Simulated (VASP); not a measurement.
CdTe:

```
Te Cd
1.0
     0.00000    3.20500    3.20500
     3.20500    0.00000    3.20500
     3.20500    3.20500    0.00000
Te Cd
1 1
Direct
  0.25000 0.25000 0.25000
  0.00000 0.00000 0.00000
```

Base run:

| Item | Value |
| --- | --- |
| Program | VASP 6.6.1 |
| Functional | PBE |
| Potentials or basis | VASP PAW PBE potentials, release 54 (Te, Cd) |
| Cutoff | 520 eV |
| k mesh | 7 × 7 × 7 |
| Occupations | gaussian, width 0.05 eV |
| Spin | no spin polarisation |

Its results: band gap on the k mesh 0.87 eV, direct; pressure 4.4 GPa.

Question: The run is repeated on the same cell with these changes: functional from PBE to LDA; potentials or basis from VASP PAW PBE potentials, release 54 (Te, Cd) to VASP PAW LDA potentials, release 64 (Te, Cd). What comes out?

Answer: Band gap on the k mesh 0.65 eV, direct; pressure 0.2 GPa.

Caveats: spin-orbit coupling is left out, which moves the levels of the heavy elements.

